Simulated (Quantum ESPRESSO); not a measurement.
# Ir (Fm-3m) in Quantum ESPRESSO: reference runs

How does Ir come out in PBEsol? The cell is run as given and disturbed.

All numbers are computed with Quantum ESPRESSO 7.5; they aren't measurements. Logs are shortened: lines on timing, memory, paths and dates and some standing lists are left out, and cuts for length are marked.

### 1 The structure

It takes space group Fm-3m (No. 225, cubic). Conventional cell: a = 3.831 Å, b = 3.831 Å, c = 3.831 Å, α = 90.00°, β = 90.00°, γ = 90.00°. Ir (site symmetry m-3m) has 12 Ir at 2.71 Å as nearest neighbours.

### 2 Single point, PBEsol

pw.in reads:

```
&CONTROL
  calculation = 'scf'
  prefix = 'pwscf'
  outdir = './tmp'
  pseudo_dir = './pseudo'
  tprnfor = .true.
  tstress = .true.
  disk_io = 'low'
/
&SYSTEM
  ibrav = 0
  nat = 1
  ntyp = 1
  ecutwfc = 45
  ecutrho = 360
  nbnd = 13
  occupations = 'smearing'
  smearing = 'fd'
  degauss = 0.00367493
/
&ELECTRONS
  conv_thr = 2d-10
  electron_maxstep = 120
  mixing_beta = 0.5
/
ATOMIC_SPECIES
Ir   192.2170 ir_pbesol_v1.2.uspp.F.UPF
CELL_PARAMETERS angstrom
   0.0000000000    1.9156000000    1.9156000000
   1.9156000000    0.0000000000    1.9156000000
   1.9156000000    1.9156000000    0.0000000000
ATOMIC_POSITIONS crystal
Ir     0.0000000000    0.0000000000    0.0000000000
K_POINTS automatic
12 12 12 0 0 0
```

pp_density.in reads:

```
&INPUTPP
  prefix = 'pwscf'
  outdir = './tmp'
  filplot = 'density.dat'
  plot_num = 0
/
&PLOT
  nfile = 1
  filepp(1) = 'density.dat'
  iflag = 3
  output_format = 6
  fileout = 'density.cube'
/
```

pp_potential.in reads:

```
&INPUTPP
  prefix = 'pwscf'
  outdir = './tmp'
  filplot = 'potential.dat'
  plot_num = 11
/
&PLOT
  nfile = 1
  filepp(1) = 'potential.dat'
  iflag = 3
  output_format = 6
  fileout = 'potential.cube'
/
```

Potentials or basis: GBRV 1.5 PBEsol.

The run is started by

```bash
> OMP_NUM_THREADS=1 mpirun -n 2 pw.x -nk 2 -in pw.in > pw.out
> OMP_NUM_THREADS=1 mpirun -n 1 pp.x -in pp_density.in > pp_density.out
> OMP_NUM_THREADS=1 mpirun -n 1 pp.x -in pp_potential.in > pp_potential.out
```

pw.out:

```text
This program is part of the open-source Quantum ESPRESSO suite
     for quantum simulation of materials; please cite
         "P. Giannozzi et al., J. Phys.:Condens. Matter 21 395502 (2009);
         "P. Giannozzi et al., J. Phys.:Condens. Matter 29 465901 (2017);
         "P. Giannozzi et al., J. Chem. Phys. 152 154105 (2020);
     in publications or presentations arising from this work. More details at

     Message from routine setup:
     using ibrav=0 with symmetry is DISCOURAGED, use correct ibrav instead

     K-points division:     npool     =       2
     Subspace diagonalization in iterative solution of the eigenvalue problem:
     a serial algorithm will be used

     G-vector sticks info
     --------------------
     sticks:   dense  smooth     PW     G-vecs:    dense   smooth      PW
     Sum         649     313    109                10969     3839     749

     Using Slab Decomposition

     bravais-lattice index     =            0
     lattice parameter (alat)  =       5.1194  a.u.
     unit-cell volume          =      94.8727 (a.u.)^3
     number of atoms/cell      =            1
     number of atomic types    =            1
     number of electrons       =        15.00
     number of Kohn-Sham states=           13
     kinetic-energy cutoff     =      45.0000  Ry
     charge density cutoff     =     360.0000  Ry
     scf convergence threshold =      2.0E-10
     mixing beta               =       0.5000
     number of iterations used =            8  plain     mixing
     Exchange-correlation= SLA  PW   PSX  PSC
                           (   1   4  10   8   0   0   0)

     celldm(1)=   5.119396  celldm(2)=   0.000000  celldm(3)=   0.000000
     celldm(4)=   0.000000  celldm(5)=   0.000000  celldm(6)=   0.000000

     crystal axes: (cart. coord. in units of alat)
               a(1) = (   0.000000   0.707107   0.707107 )
               a(2) = (   0.707107   0.000000   0.707107 )
               a(3) = (   0.707107   0.707107   0.000000 )

     reciprocal axes: (cart. coord. in units 2 pi/alat)
               b(1) = ( -0.707107  0.707107  0.707107 )
               b(2) = (  0.707107 -0.707107  0.707107 )
               b(3) = (  0.707107  0.707107 -0.707107 )

     PseudoPot. # 1 for Ir read from file:
     ir_pbesol_v1.2.uspp.F.UPF
     Pseudo is Ultrasoft + core correction, Zval = 15.0
     Generated by new atomic code, or converted to UPF format
     Using radial grid of  983 points,  7 beta functions with:
                l(1) =   0
                l(2) =   0
                l(3) =   1
                l(4) =   1
                l(5) =   1
                l(6) =   2
                l(7) =   2
     Q(r) pseudized with  8 coefficients,  rinner =    1.400   1.400   1.400
                                                       1.400   1.400

     atomic species   valence    mass     pseudopotential
     Ir               15.00   192.21700     Ir( 1.00)

     48 Sym. Ops., with inversion, found

   Cartesian axes

     site n.     atom                  positions (alat units)
         1        Ir     tau(   1) = (   0.0000000   0.0000000   0.0000000  )

     number of k points=    72  Fermi-Dirac smearing, width (Ry)=  0.0037
                       cart. coord. in units 2pi/alat
        k(    1) = (   0.0000000   0.0000000   0.0000000), wk =   0.0011574
        k(    2) = (   0.0589256   0.0589256  -0.0589256), wk =   0.0092593
        k(    3) = (   0.1178511   0.1178511  -0.1178511), wk =   0.0092593
        k(    4) = (   0.1767767   0.1767767  -0.1767767), wk =   0.0092593
        k(    5) = (   0.2357023   0.2357023  -0.2357023), wk =   0.0092593
        k(    6) = (   0.2946278   0.2946278  -0.2946278), wk =   0.0092593
[... 64 lines left out ...]
        k(   71) = (  -0.7071068   0.2357023   0.0000000), wk =   0.0138889
        k(   72) = (  -0.7071068   0.3535534   0.0000000), wk =   0.0069444

     Dense  grid:    10969 G-vectors     FFT dimensions: (  32,  32,  32)

     Smooth grid:     3839 G-vectors     FFT dimensions: (  24,  24,  24)

     Initial potential from superposition of free atoms

     starting charge      14.5000, renormalised to      15.0000

     negative rho (up, down):  3.712E-01 0.000E+00
     Starting wfcs are   12 randomized atomic wfcs +    1 random wfcs

     Self-consistent Calculation

     iteration #  1     ecut=    45.00 Ry     beta= 0.50
     Davidson diagonalization with overlap
     ethr =  1.00E-02,  avg # of iterations =  4.1

     negative rho (up, down):  3.254E-01 0.000E+00

     total energy              =    -181.54726401 Ry
     estimated scf accuracy    <       0.67610454 Ry

     iteration #  2     ecut=    45.00 Ry     beta= 0.50
     Davidson diagonalization with overlap
     ethr =  4.51E-03,  avg # of iterations =  2.1
[... 51 lines left out ...]
     iteration #  8     ecut=    45.00 Ry     beta= 0.50
     Davidson diagonalization with overlap
     ethr =  1.06E-11,  avg # of iterations =  2.0

     negative rho (up, down):  3.150E-01 0.000E+00

     End of self-consistent calculation

          k = 0.0000 0.0000 0.0000 (   531 PWs)   bands (ev):

   -24.3842 -24.3842 -24.3842  13.7848  21.0157  21.0157  21.0157  23.7471
    23.7471  35.7334  38.5477  44.0932  44.0932

          k = 0.0589 0.0589-0.0589 (   507 PWs)   bands (ev):

   -24.4406 -24.3918 -24.3918  14.0954  20.8531  21.1460  21.1460  23.6636
    23.6636  35.7333  39.0834  42.8180  44.6172
[... 298 lines left out ...]
   -25.0704 -24.7669 -24.6655  17.7024  18.3112  22.5934  24.5624  26.1572
    30.3038  33.5449  35.7353  36.8952  38.5256

          k =-0.0000-0.4714 0.5893 (   483 PWs)   bands (ev):

   -25.0069 -24.8598 -24.6402  18.1156  18.9721  21.6613  23.8231  25.8192
    31.6370  32.8474  35.7247  36.2991  39.6723

          k =-0.7071 0.1179-0.0000 (   480 PWs)   bands (ev):

   -25.1181 -24.7163 -24.6864  17.2732  17.8141  24.0507  25.2630  26.4419
    29.1991  34.3652  35.7437  36.3002  37.5966

          k =-0.2357-0.4714 0.7071 (   481 PWs)   bands (ev):

   -24.9910 -24.7183 -24.5693  18.6239  19.1114  20.2691  23.6870  24.4201
    27.9411  35.7199  36.4636  38.8908  41.4647

          k =-0.1768-0.4125 0.6482 (   487 PWs)   bands (ev):
[... 26 lines left out ...]
   -25.0347 -24.8028 -24.6904  18.0686  18.6588  21.8450  23.9374  26.4448
    31.8006  33.4539  35.5797  35.7406  38.2166

          k =-0.7071 0.3536 0.0000 (   488 PWs)   bands (ev):

   -24.9196 -24.9196 -24.6925  18.6203  20.0222  20.0222  23.1198  26.4462
    33.1936  34.0468  34.0468  35.7403  38.3322

     the Fermi energy is    24.9796 ev

!    total energy              =    -181.66359501 Ry
     estimated scf accuracy    <          4.5E-11 Ry
     smearing contrib. (-TS)   =      -0.00034230 Ry
     internal energy E=F+TS    =    -181.66325271 Ry

     The total energy is F=E-TS. E is the sum of the following terms:
     one-electron contribution =      -6.38816669 Ry
     hartree contribution      =      17.41868579 Ry
     xc contribution           =     -50.20681783 Ry
     ewald contribution        =    -142.48695398 Ry

     convergence has been achieved in   8 iterations

     negative rho (up, down):  3.150E-01 0.000E+00

     Forces acting on atoms (cartesian axes, Ry/au):

     atom    1 type  1   force =     0.00000000    0.00000000    0.00000000

     Total force =     0.000000     Total SCF correction =     0.000000

     Computing stress (Cartesian axis) and pressure

     negative rho (up, down):  3.150E-01 0.000E+00
          total   stress  (Ry/bohr**3)                   (kbar)     P=       -7.10
  -0.00004828   0.00000000   0.00000000           -7.10        0.00        0.00
   0.00000000  -0.00004828  -0.00000000            0.00       -7.10       -0.00
   0.00000000  -0.00000000  -0.00004828            0.00       -0.00       -7.10

=------------------------------------------------------------------------------=
   JOB DONE.
=------------------------------------------------------------------------------=
```

pp_density.out:

```text
This program is part of the open-source Quantum ESPRESSO suite
     for quantum simulation of materials; please cite
         "P. Giannozzi et al., J. Phys.:Condens. Matter 21 395502 (2009);
         "P. Giannozzi et al., J. Phys.:Condens. Matter 29 465901 (2017);
         "P. Giannozzi et al., J. Chem. Phys. 152 154105 (2020);
     in publications or presentations arising from this work. More details at

     IMPORTANT: XC functional enforced from input :
     Exchange-correlation= PBESOL
                           (   1   4  10   8   0   0   0)
     Any further DFT definition will be discarded
     Please, verify this is what you really want

     G-vector sticks info
     --------------------
     sticks:   dense  smooth     PW     G-vecs:    dense   smooth      PW
     Sum         649     313    109                10969     3839     749

     Using Slab Decomposition

     negative rho (up, down):  3.150E-01 0.000E+00

     Calling punch_plot, plot_num =   0
     Writing data to file  density.dat
     Reading data from file  density.dat

     Writing data to be plotted to file density.cube
     Plot Type: 3D                     Output format: Gaussian cube

=------------------------------------------------------------------------------=
   JOB DONE.
=------------------------------------------------------------------------------=
```

pp_potential.out:

```text
This program is part of the open-source Quantum ESPRESSO suite
     for quantum simulation of materials; please cite
         "P. Giannozzi et al., J. Phys.:Condens. Matter 21 395502 (2009);
         "P. Giannozzi et al., J. Phys.:Condens. Matter 29 465901 (2017);
         "P. Giannozzi et al., J. Chem. Phys. 152 154105 (2020);
     in publications or presentations arising from this work. More details at

     IMPORTANT: XC functional enforced from input :
     Exchange-correlation= PBESOL
                           (   1   4  10   8   0   0   0)
     Any further DFT definition will be discarded
     Please, verify this is what you really want

     G-vector sticks info
     --------------------
     sticks:   dense  smooth     PW     G-vecs:    dense   smooth      PW
     Sum         649     313    109                10969     3839     749

     Using Slab Decomposition

     negative rho (up, down):  3.150E-01 0.000E+00

     Calling punch_plot, plot_num =  11
     Writing data to file  potential.dat
     Reading data from file  potential.dat

     Writing data to be plotted to file potential.cube
     Plot Type: 3D                     Output format: Gaussian cube

=------------------------------------------------------------------------------=
   JOB DONE.
=------------------------------------------------------------------------------=
```

It took 6.7 s on 2 MPI ranks of Arm Neoverse V1, shared host; peak memory 0.14 GiB.

What came out:

```yaml
Free_energy: -2471.6591 eV
Pressure: -0.7 GPa
Band_gap_on_the_k_mesh: none (metal or under the smearing width)
```

The run has no spin-orbit coupling, so splittings on Ir are missing.

### 3 Single point, PBEsol (cell strained at random at fixed volume)

pw.in: that of step 2 with these lines changed.

```diff
@@ -7,3 +7,3 @@
   tstress = .true.
-  disk_io = 'low'
+  disk_io = 'nowf'
 /
@@ -28,7 +28,7 @@
 CELL_PARAMETERS angstrom
-   0.0000000000    1.9156000000    1.9156000000
-   1.9156000000    0.0000000000    1.9156000000
-   1.9156000000    1.9156000000    0.0000000000
+  -0.0090280000    1.9583660000    1.9389210000
+   1.8983890000    0.0228980000    1.9069950000
+   1.8996790000    1.9277290000    0.0216080000
 ATOMIC_POSITIONS crystal
-Ir     0.0000000000    0.0000000000    0.0000000000
+Ir    -0.0023390000   -0.0031610000   -0.0142520000
 K_POINTS automatic
```

Potentials or basis: GBRV 1.5 PBEsol.

The run is started by

```bash
> OMP_NUM_THREADS=1 mpirun -n 2 pw.x -nk 2 -in pw.in > pw.out
```

It took 43 s on 2 MPI ranks of Arm Neoverse V1, shared host; peak memory 0.22 GiB.

It converged, with:

```yaml
Free_energy: -2471.6464 eV
Pressure: -0.3 GPa
Band_gap_on_the_k_mesh: none (metal or under the smearing width)
```

Stress tensor (GPa, compression positive):
```
 1.88  1.23  1.72
 1.23 -3.46 -8.26
 1.72 -8.26  0.65
```

Levels at points of the mesh, in eV from the Fermi level:
```
              k point  band 4  band 5  band 6  band 7  band 8  band 9  band 10  band 11
   (0.00, 0.00, 0.00)  -11.19   -4.23   -3.90   -3.76   -1.33   -1.10    10.76    13.57
  (0.00, 0.00, -0.50)   -8.16   -4.37   -3.81   -0.66    0.84    1.01     7.56    10.77
  (0.00, -0.50, 0.00)   -8.16   -4.34   -3.85   -0.64    0.82    1.04     7.58    10.77
 (0.00, -0.50, -0.50)   -8.01   -7.46    0.85    1.41    1.55    1.82    10.64    10.89
  (-0.50, 0.00, 0.00)   -8.23   -4.13   -3.90   -0.98    0.69    0.96     7.07    10.76
 (-0.50, 0.00, -0.50)   -8.03   -7.44    0.84    1.46    1.48    1.51    10.38    10.82
 (-0.50, -0.50, 0.00)   -8.02   -7.45    0.81    1.42    1.56    1.73    10.59    10.89
(-0.50, -0.50, -0.50)   -8.21   -4.19   -3.87   -0.88    0.66    1.03     7.23    10.76
```

The run has no spin-orbit coupling, so splittings on Ir are missing.
